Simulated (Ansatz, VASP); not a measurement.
# Cu: VASP beside Ansatz

INCAR

```
SYSTEM = Cu
ALGO     = Normal         ! electronic algorithm
EDIFF    = 1E-7           ! SCF threshold, eV
EDIFFG   = -0.005         ! ionic threshold
ENCUT    = 600            ! plane-wave cutoff, eV
GGA      = PE             ! functional
IBRION   = 2              ! ionic algorithm
ISIF     = 3              ! what is computed and relaxed
ISMEAR   = 0              ! smearing method
IVDW     = 12             ! dispersion correction
LASPH    = .TRUE.         ! aspherical terms in the spheres
LCHARG   = .FALSE.        ! write CHGCAR
LREAL    = .FALSE.        ! projectors in reciprocal space
LWAVE    = .FALSE.        ! write WAVECAR
NELM     = 60             ! most SCF steps
NSW      = 100            ! ionic steps
PREC     = Accurate       ! precision mode
SIGMA    = 0.1            ! smearing width, eV
```

The input KPOINTS:

```
k-points
0
G
  20 20 20
  0 0 0
```

Contents of POSCAR:

```
Cu
1.0
    0.0000000000      1.8075000000      1.8075000000
    1.8075000000      0.0000000000      1.8075000000
    1.8075000000      1.8075000000      0.0000000000
Cu
1
Direct
    0.0000000000      0.0000000000      0.0000000000
```

Input for Ansatz:

```yaml
crystal:
  lattice:
    - [0.0, 1.8075, 1.8075]
    - [1.8075, 0.0, 1.8075]
    - [1.8075, 1.8075, 0.0]
  atoms:
    - { symbol: Cu, position: [0.0, 0.0, 0.0] }
basis:
  ecutwfc: 420
kpoints:
  mp_grid: { grid: [20, 20, 20] }
hamiltonian:
  xc: pbe
  dispersion: d3bj
scf:
  occupations: { method: gaussian, width: 0.1 }
output:
  forces: true
  stress: true
  eigenvalues: true
  write_density: true
  write_potential: true
  elf: true
  volumetric_format: npy
relax:
  adjacent_minimum: "off"
  f_tol: 0.005
  max_steps: 80
  cell: { stress_tol: 0.05 }
```

Alike in both runs: task relaxation of cell and atoms; functional PBE; dispersion D3(BJ); k mesh 20 × 20 × 20; occupations gaussian, width 0.1 eV; no spin polarisation.

|  | VASP | Ansatz |
| --- | --- | --- |
| version | VASP 6.6.1 | Ansatz 0.2.0 |
| potentials or method | VASP PAW PBE potentials, release 64 (Cu) | scalar-relativistic, plane waves, PAW |
| plane-wave cutoff (eV) | 600 | 420 |
| valence electrons in the cell | 11 | 19 |

|  | VASP | Ansatz | Ansatz less VASP |
| --- | --- | --- | --- |
| gap on the k mesh at the Fermi level, each at its own relaxed structure (eV) | none | none | - |
| relaxed volume (Å³/atom) | 11.35 | 11.31 | -0.038 |
| relaxed cell length with the largest relative difference (Å) | 2.522 | 2.520 | -0.0028 |
| energy change over the relaxation (meV/atom) | -9 | -10 | -1.7 |

A gap of «none» marks a metal or a gap that the smearing closes. The two sets of potentials don't hold the same shells in valence.

Caveats: pairwise dispersion overbinds metals, which lowers pressure and volume.
